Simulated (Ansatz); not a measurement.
C4H6 can be A, `C=CC=C`, or B, `C1=CCC1`.

Program: Ansatz. Geometries: PBE0-D4/def2-TZVP. ΔE: electronic, gas phase. CCSD(T)/CBS adds triple-zeta CCSD(T) − MP2 to the extrapolated MP2 energy (def2 sets, frozen cores). DFT in def2-TZVPP. B3LYP here is the variant with VWN-RPA as its local correlation; programs differ in this. Each species was taken in one conformer, which may not be the lowest.

A:

Z-matrix (Å, degrees):
```
C
C 1 1.332
H 1 1.085 2 121.2
H 1 1.083 2 121.7 3 180.0
C 2 1.449 1 124.1 3 0.0
H 2 1.088 1 119.5 3 -180.0
C 5 1.332 2 124.1 1 -180.0
H 5 1.088 2 116.4 1 0.0
H 7 1.083 5 121.7 2 -180.0
H 7 1.085 5 121.2 2 0.0
```

B:

```xyz
10

C     1.0743    0.3445    0.1509
C     0.0658    0.5331    1.0035
C    -0.9483   -0.1663    0.1343
C     0.2299   -0.3866   -0.8617
H     2.1246    0.6130    0.1659
H    -0.0126    1.0126    1.9727
H    -1.7607    0.4582   -0.2470
H    -1.3779   -1.0834    0.5467
H     0.4939   -1.4333   -1.0357
H     0.1111    0.1083   -1.8295
```

Which isomer does CCSD(T)/CBS put lower? Give the gap. (Best estimate.)

The calculation gave: A, by 11.4 kcal/mol.

Give E(B) − E(A) in kcal/mol with B3LYP-D4, HF/def2-TZVPP, B2PLYP, LDA (SPW92), BLYP-D4, CCSD(T)/def2-TZVPP, CCSD/def2-TZVPP. (Best estimate.)

Ansatz gave: B3LYP-D4 15.0, HF/def2-TZVPP 15.6, B2PLYP 13.5, LDA (SPW92) 5.9, BLYP-D4 17.1, CCSD(T)/def2-TZVPP 11.4, CCSD/def2-TZVPP 11.1. None reverses the order clearly.

Does the order hold for the free energy at 298.15 K (harmonic terms from PBE0-D4)? (An estimate is asked.)

The calculation gave: Yes: G(B) − G(A) = +12.8 kcal/mol, for one conformer each.

Largest T1 diagnostic: 0.011.

From r2SCAN to r2SCAN0 (25 % exact exchange), in def2-TZVPP and without D4, E(B) − E(A) moves by −2.1 kcal/mol. In def2-TZVPP, CCSD(T) changes the Hartree–Fock value by −4.1 kcal/mol (the triples alone add +0.3 kcal/mol) and MP2 by −6.3 kcal/mol.
